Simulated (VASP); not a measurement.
Input of a VASP 6.6.1 run:

Contents of INCAR:

```
SYSTEM = BAs
  PREC = Accurate
  ENCUT = 600
  EDIFF = 1E-6
  ISMEAR = -1
  SIGMA = 0.05
  LREAL = .False.
  LASPH = .True.
  NELM = 100
  ALGO = Fast
  ISIF = 3
  LWAVE = .False.
  LCHARG = .False.
  GGA = PE
  IBRION = 2
  NSW = 60
  EDIFFG = -0.01
```

File KPOINTS:

```
regular mesh
0
Gamma
  9 9 9
  0 0 0
```

Contents of POSCAR:

```
BAs
1.0
    2.9343700000      0.0000000000      0.0000000000
    0.0000000000      2.9343700000      0.0000000000
    0.0000000000      0.0000000000      2.9343700000
B As
1 1
Direct
    0.5000000000      0.5000000000      0.5000000000
    0.0000000000      0.0000000000      0.0000000000
```

Potentials or basis: VASP PAW PBE potentials, release 64 (B, As).

Launch:

```sh
$ cat potpaw_PBE.64/B/POTCAR potpaw_PBE.64/As/POTCAR > POTCAR
$ mpirun -np 1 vasp_std > vasp.out
```

Q: What does it give for the relaxed volume?

A: 12.71 Å³/atom.

Q: What does it give for the band gap on the k mesh?

A: None (metal or under the smearing width).

Q: What does it give for the relaxed cell?

A: a = 2.940 Å, b = 2.940 Å, c = 2.940 Å, α = 90.00°, β = 90.00°, γ = 90.00°.

Q: Estimate the space group after relaxing (to 0.05 Å).

A: Pm-3m (No. 221).

The path:
```tsv
step	energy change (eV)	largest force (eV/Å)	pressure (GPa)	volume (Å³)
1	0.0000	0.0000	0.50	25.27
2	-0.0002	0.0000	-0.08	25.41
```
